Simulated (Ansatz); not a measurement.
Crystal: BeS.

```
S Be
1.0
     0.00000    2.42500    2.42500
     2.42500    0.00000    2.42500
     2.42500    2.42500    0.00000
S Be
1 1
Direct
  0.75000 0.75000 0.75000
  0.00000 0.00000 0.00000
```

Program: Ansatz 0.2.0. Alike in all runs: task band structure; potentials or basis Ansatz PAW; no spin polarisation; cell as given; smearing fermi-dirac 0.05 eV.

Question: Order these runs on this cell by their band gap on the k mesh, lowest first.
A. level r2SCAN; k mesh 9 × 9 × 9; cutoff (eV) 500; points for each segment of the path 14
B. level LDA; k mesh 9 × 9 × 9; cutoff (eV) 420; points for each segment of the path 14
C. level PBE0; k mesh 6 × 6 × 6; cutoff (eV) 420; points for each segment of the path 4

Answer: B (2.99 eV), A (3.66 eV), C (4.77 eV).

Caveats: the k mesh misses the band edges, so the gap on the mesh is wider than the one along the path (some runs).

A k mesh can miss the band edges, odd and even meshes differently.

Runs at the PBE level aren't shown here.
